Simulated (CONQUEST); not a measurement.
# Y: single point with LDA

Y:

```
Y
1.0
     3.60906    0.00000    0.00000
     0.00000    3.60906    0.00000
     0.00000    0.00000    5.10398
Y
2
Direct
  0.00000 0.00000 0.00000
  0.50000 0.50000 0.50000
```

This isn't the form of Y at room conditions, which is hcp.

```
Program             : CONQUEST 1.3
Task                : single point
Functional          : LDA
Potentials or basis : PseudoDojo NC LDA, DZP, grid cutoff 120 Ha
k mesh              : 6 × 6 × 5
Occupations         : methfessel-paxton of order 2, width 0.2 eV
Spin                : collinear spin, antiferromagnetic start
Starting moments    : [0.5, -0.5] μB
```

```yaml
Pressure: -4.4 GPa
Band_gap_on_the_k_mesh: none (metal or under the smearing width)
Net_moment: 0.00 μB per cell
```

Stress tensor (GPa, compression positive):
```
-4.27  0.00  0.00
 0.00 -4.27  0.00
 0.00  0.00 -4.78
```

Levels at points of the mesh, in eV from the Fermi level:
Spin up:
```
           k point  band 9  band 10  band 11  band 12  band 13  band 14
(0.00, 0.00, 0.00)   -4.73    -1.76    -0.90     1.66     1.66     1.67
```
Spin down:
```csv
k point,band 7,band 8,band 9,band 10,band 11,band 12,band 13,band 14,band 15,band 16
"(0.00, 0.00, 0.00)",-22.39,-22.39,-4.73,-1.76,-0.90,1.66,1.66,1.67,2.07,3.60
```

Run time: 77 s on 1 thread of Intel(R) Xeon(R) Platinum 8488C (Sapphire Rapids), with other jobs on the host, peak memory 0.8 GiB.

Caveat: the box holds several primitive cells, so bands are folded and the points are those of the box's own zone; the basis of atomic orbitals isn't converged, which shifts pressures, moduli and gaps.
